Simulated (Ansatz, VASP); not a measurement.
# GaSb: VASP beside Ansatz

```
Ga Sb
1.0
     3.08162    3.08162    0.00000
    -3.08162    3.08162    0.00000
     0.00000    3.08162    3.05103
Ga Sb
1 1
Direct
  0.00000 0.00000 0.00000
  0.75000 0.25000 0.50000
```

Change from the starting cell: film at in-plane strain +0.005.

Alike in both runs: task single point; functional r2SCAN; k mesh 6 × 6 × 6; no spin polarisation.

|  | VASP | Ansatz |
| --- | --- | --- |
| version | VASP 6.6.1 | Ansatz 0.2.0 |
| potentials or method | VASP PAW PBE potentials, release 64 (Ga_d, Sb) | PAW with Ansatz's default frozen-core files, scalar-relativistic |
| plane-wave cutoff (eV) | 520 | 500 |
| occupations | gaussian, width 0.01 eV | fixed |
| valence electrons in the cell | 18 | 28 |

|  | VASP | Ansatz | Ansatz less VASP |
| --- | --- | --- | --- |
| gap on the k mesh at the Fermi level (eV) | 0.32 | 0.33 | +0.016 |
| pressure (GPa) | -0.2 | -0.3 | -0.09 |
| largest component of the traceless stress (GPa) | 0.32 | 0.33 | +0.010 |

The two sets of potentials don't hold the same shells in valence.

Caveats: the PAW data sets were made with another functional, which shifts forces and pressure a little (VASP); spin-orbit coupling is left out, which moves the levels of the heavy elements.
